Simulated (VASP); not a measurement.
Tb:

```
CELL_PARAMETERS angstrom
3.60100 0.00000 0.00000
-1.80050 3.11856 0.00000
0.00000 0.00000 5.69360
ATOMIC_POSITIONS crystal
Tb 0.66667 0.33333 0.75000
Tb 0.33333 0.66667 0.25000
```

Base run:

| Property | Result |
| --- | --- |
| Program | VASP 6.6.1 |
| Functional | PBE |
| Potentials or basis | VASP PAW PBE potentials, release 64 (Tb) |
| Cutoff | 600 eV |
| k mesh | 7 × 7 × 4 |
| Occupations | fermi-dirac, width 0.05 eV |
| Spin | collinear spin, ferromagnetic start |
| Starting moments | [6.0, 6.0] μB |

Its results: pressure 0.6 GPa; net moment 11.86 μB per cell.

Q: The run is repeated on the same cell with these changes: potentials or basis from VASP PAW PBE potentials, release 64 (Tb) to VASP PAW PBE potentials, release 64 (Tb_3), 4f in core; further incar settings from ALGO = Normal; EDIFF = 1e-07; NBANDS = 30 to ALGO = Normal; EDIFF = 1e-07; NBANDS = 20; valence electrons from 38 to 18. What comes out?

A: Pressure 0.8 GPa; net moment 0.00 μB per cell.

Caveats: the magnetic or orbital state may not be the lowest.
